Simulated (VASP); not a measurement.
A run of VASP 6.6.1 is set up as follows.

File INCAR:

```
SYSTEM = WC
ALGO = Normal
EDIFF = 1E-6
EDIFFG = -0.02
ENCUT = 600
IBRION = 2
ISIF = 3
ISMEAR = -1
LASPH = .TRUE.
LCHARG = .FALSE.
LREAL = .FALSE.
LWAVE = .FALSE.
NELM = 80
NSW = 60
PREC = Accurate
PSTRESS = 20
SIGMA = 0.05
```

File KPOINTS:

```
k-points
0
G
  6 6 6
  0 0 0
```

Contents of POSCAR:

```
WC
1.0
    0.0000000000      2.8868000000      2.8868000000
    2.8868000000      0.0000000000      2.8868000000
    2.8868000000      2.8868000000      0.0000000000
W C
2 2
Direct
    0.5000000000      0.5000000000      0.5000000000
    0.7500000000      0.7500000000      0.7500000000
    0.0000000000      0.0000000000      0.0000000000
    0.2500000000      0.2500000000      0.2500000000
```

Potentials or basis: VASP PAW LDA potentials, release 64 (W_sv, C).

The run is started by

```console
$ cat potpaw_LDA.64/W_sv/POTCAR potpaw_LDA.64/C/POTCAR > POTCAR
$ mpirun -np 1 vasp_std > vasp.out
```

Question: Predict the space group after relaxing (to 0.05 Å).

Answer: Fd-3m (No. 227).

Question: Predict the relaxed volume.

Answer: 11.45 Å³/atom.

Question: What does it give for the band gap on the k mesh?

Answer: None (metal or under the smearing width).

The path:
| step | energy change (eV) | largest force (eV/Å) | pressure (GPa) | volume (Å³) |
| --- | --- | --- | --- | --- |
| 1 | 0.0000 | 0.0000 | -10.73 | 48.11 |
| 2 | 0.3580 | 0.0000 | 34.15 | 41.76 |
| 3 | -0.0679 | 0.0000 | 1.57 | 45.87 |
| 4 | -0.0673 | 0.0000 | 1.95 | 45.81 |

Caveat: the cell is relaxed towards a set pressure, so the enthalpy falls and the energy may rise. The run has no spin-orbit coupling, so splittings on W are missing.
